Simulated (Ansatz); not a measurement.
**AlFe in Ansatz: the effect of starting spin order**

The system is AlFe.

```
CELL_PARAMETERS angstrom
2.91000 0.00000 0.00000
0.00000 2.91000 0.00000
0.00000 0.00000 2.91000
ATOMIC_POSITIONS crystal
Fe 0.50000 0.50000 0.50000
Al 0.00000 0.00000 0.00000
```

Alike in all runs:

```yaml
Program: Ansatz 0.2.0
Task: single point
Functional: PBEsol
Potentials_or_basis: Ansatz PAW
Cutoff: "420 eV (not typed: the program's choice for these potentials)"
k_mesh: 9 × 9 × 9
Occupations: fermi-dirac, width 0.05 eV
```

Q: One run gave: energy over the lowest run 12.7 meV/atom; final net moment 0.00 μB; final largest site moment 0.00 μB. Which starting spin order did it use?
A. spin off
B. fm
C. ferromagnetic start, larger moments
D. random

A: A.

```csv
starting spin order,spin,starting moments,energy over the lowest run (meV/atom),final net moment (μB),final largest site moment (μB)
spin off,no spin polarisation,-,12.7,0.00,0.00
fm,"collinear spin, ferromagnetic start","[3.0, 0.0] μB",0.0,0.66,0.70
random,"collinear spin, random start","[-0.72, 0.0] μB",0.0,-0.66,0.70
"ferromagnetic start, larger moments","collinear spin, ferromagnetic start","[4.5, 0.0] μB",0.0,0.66,0.70
```

Caveats: the moment fell far below its start of 4.5 μB, so a state of higher moment may lie lower in energy (some runs).
